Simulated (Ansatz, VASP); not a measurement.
## BAs in VASP and in Ansatz

```
As B
1.0
     0.00000    2.38850    2.38850
     2.38850    0.00000    2.38850
     2.38850    2.38850    0.00000
As B
1 1
Cartesian
  3.5827 3.5827 3.5827
  0.0000 0.0000 0.0000
```

Alike in both runs: task single point; functional PBEsol; k mesh 8 × 8 × 8; occupations fermi-dirac, width 0.05 eV; no spin polarisation.

```csv
,VASP,Ansatz
version,VASP 6.6.1,Ansatz 0.2.0
potentials or method,"VASP PAW PBE potentials, release 64 (As, B), cutoff 520 eV",all-electron PAW datasets made for the crystal
```

```csv
,VASP,Ansatz,Ansatz less VASP
gap on the k mesh at the Fermi level (eV),1.09,1.10,+0.011
least direct gap on the mesh (eV),3.24,3.25,+0.007
pressure (GPa),0.1,-0.8,-0.89
```

Ansatz ran all-electron here, so the differences hold the error of VASP's frozen core and of both bases.

Caveats: the PAW data sets were made with another functional, which shifts forces and pressure a little (VASP). As with any semilocal functional, this PBEsol gap is likely too small. A k mesh can miss the band edges.
